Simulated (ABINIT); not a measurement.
Rh:

```
Rh
1.0
     0.00000    1.89785    1.89785
     1.89785    0.00000    1.89785
     1.89785    1.89785    0.00000
Rh
1
Direct
  0.00000 0.00000 0.00000
```

Base run:

| Item | Value |
| --- | --- |
| Program | ABINIT 10.8.3 (patched build) |
| Functional | LDA |
| Potentials or basis | JTH PAW LDA v2.0 |
| Cutoff | 544 eV |
| k mesh | 16 × 16 × 16 |
| Occupations | fermi-dirac, width 0.05 eV |
| Spin | no spin polarisation |

Its results: band gap on the k mesh none (metal or under the smearing width); pressure -9.6 GPa.

After a change of settings the same cell gave: band gap on the k mesh none (metal or under the smearing width); pressure -6.8 GPa. Which change was it?
A. k mesh from 16 × 16 × 16 to 5 × 5 × 5
B. functional from LDA to PBEsol; potentials or basis from JTH PAW LDA v2.0 to JTH PAW PBE v2.0
C. k mesh from 16 × 16 × 16 to 12 × 12 × 12; spin from no spin polarisation to spin-orbit coupling, no magnetisation

A.

Caveats: some runs use coarse meshes.

Not every run made on this cell is shown here.
